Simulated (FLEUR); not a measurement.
**Bi: equation of state with SCAN**

Bi:

```xyz
2
Lattice="3.4886 -3.1326 0.0000 3.4886 3.1326 0.0000 -1.2602 0.0000 3.1136" Properties=species:S:1:pos:R:3 pbc="T T T"
Bi    4.1738    0.0000    2.6695
Bi    1.5432    0.0000    0.4440
```

This isn't the form of Bi at room conditions, which is rhombohedral.

```
Program             : FLEUR MaX-R8.1 (later development tree)
Task                : equation of state
Functional          : SCAN
Potentials or basis : all-electron
Basis               : FLAPW
Kmax                : 4.1 1/bohr
k mesh              : 6 × 6 × 9
Occupations         : fermi-dirac, width 0.05 eV
Spin                : no spin polarisation
```

```yaml
Equilibrium_volume: 32.98 Å³/atom
Bulk_modulus_at_fixed_shape_and_positions: 54 GPa
```

Energy against volume, from the lowest point:
```csv
volume (Å³/atom),energy (meV/atom)
31.984,4.92
32.665,0.00
34.026,4.72
35.387,25.48
36.067,40.79
```

Caveat: the meta-GGA is that of a development version, with a GGA for the radial functions and cores and without core tails; the cell was scaled at fixed shape and fractional positions, which overstates the stiffness of a crystal with free parameters, most of all of layers and chains.
